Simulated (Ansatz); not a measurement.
**BAs at 20 GPa: from Born charge to LO–TO splitting and polaron coupling**

Computed with DFT PBE, scalar-relativistic, plane waves, PAW (Ansatz). Settings: 420 eV plane-wave cutoff, Γ-centred 10×10×10 mesh, fixed occupations. No spin polarisation. Phonons by linear response, acoustic sum rule imposed.

The cell, relaxed at 20 GPa:
```
B As
1.0
     0.00000    2.31092    2.31092
     2.31092    0.00000    2.31092
     2.31092    2.31092    0.00000
B As
1 1
Direct
  0.00000 0.00000 0.00000
  0.75000 0.75000 0.75000
```

Other phases may be more stable at this pressure. The run warned that the force constants aren't converged on this k mesh, so the frequencies and all that is formed from them are rough.

Linear response gives ν_TO = 762.4 cm⁻¹, Born charges ±0.788 e (positive on As) and ε∞ = 9.448. The primitive cell holds 24.682 Å³, and the masses are 10.810 and 74.922 amu.

Question: Find ν_LO and the static dielectric constant.

Answer: The long-wave field adds a restoring force: ω_LO² − ω_TO² = Z*²e²/(ε_vac ε∞ μV). In these units ν_LO² − ν_TO² = 4.92064×10⁷ Z*²/(μ V ε∞) cm⁻², with μ = m₁m₂/(m₁ + m₂) = 9.447 amu: 13855 cm⁻². So ν_LO = √(762.4² + 13855) = 771.4 cm⁻¹, and the run gives 771.4. Lyddane–Sachs–Teller then gives ε0 = ε∞ (ν_LO/ν_TO)² = 9.67, against 9.67 in the run (it forms both from the same three quantities, so the match checks the arithmetic only). Between ν_TO and ν_LO the dielectric function is negative and an undamped crystal reflects fully: a reststrahlen band from 13.0 to 13.1 μm.

Question: What do the Clausius–Mossotti polarisability and the Szigeti charge come to?

Answer: With the Lorentz local field, α = (3V/4π)(ε∞ − 1)/(ε∞ + 2) = 4.35 Å³ for the pair, and e_S = 3Z*/(ε∞ + 2) = 0.21 e. The Born charge includes the electrons' response to the dipole's own local field, and e_S takes that enhancement out. The Lorentz field assumes point-like polarisable ions, a poor picture once ε∞ is this large, since the electron clouds then overlap or are shared, so both numbers are formal here.

Question: How strongly does a slow electron couple to the LO mode?

Answer: For one isotropic parabolic band, Fröhlich's constant is α_F = (1/ε∞ − 1/ε0) √(m* Ry/ħω_LO), with Ry = 13.606 eV, ħω_LO = 95.6 meV and m* in free-electron masses: α_F = 0.0025 × 11.93 × √m* = 0.03 √m*. The band mass isn't part of this run; for m* = 0.1, 0.3 and 1 it gives 0.01, 0.02, 0.03. In weak coupling the polaron lies α_F ħω_LO below the band edge (2 meV at m* = 0.3) with a mass m*(1 + α_F/6); past α_F of about 5 or 6 that expansion fails. A semilocal functional's ε∞ tends to be too large, which taken alone lowers α_F.

Cost: 1 run of about 0.97 core-minutes, on Intel Xeon Platinum 8259CL (Skylake/Cascade Lake) (shared hosts).

The Born charges reverse the polarity usual in III–V compounds: boron, the group 13 atom, carries the negative dynamical charge. Boron's 2p shell has no p core beneath it and is compact, so its orbitals compete well with As 4p for the bonding electrons. The sign describes how polarisation follows displacement, however, and is no measure of static ionicity.

The LO–TO splitting is small because a modest dynamical charge is strongly screened by the electrons, while the light boron atom and stiff covalent bonds already put the TO mode high. The difference of squared frequencies doesn't contain the TO force constant, so weak polarity is a safer conclusion than either frequency. The lattice therefore adds little to the static screening, and Fröhlich coupling stays weak for all three trial masses. BAs has its conduction minimum away from Γ, with an anisotropic mass, so the single-band estimate gives only a scale. Weak polar coupling doesn't by itself imply high mobility, since deformation-potential and intervalley scattering remain.
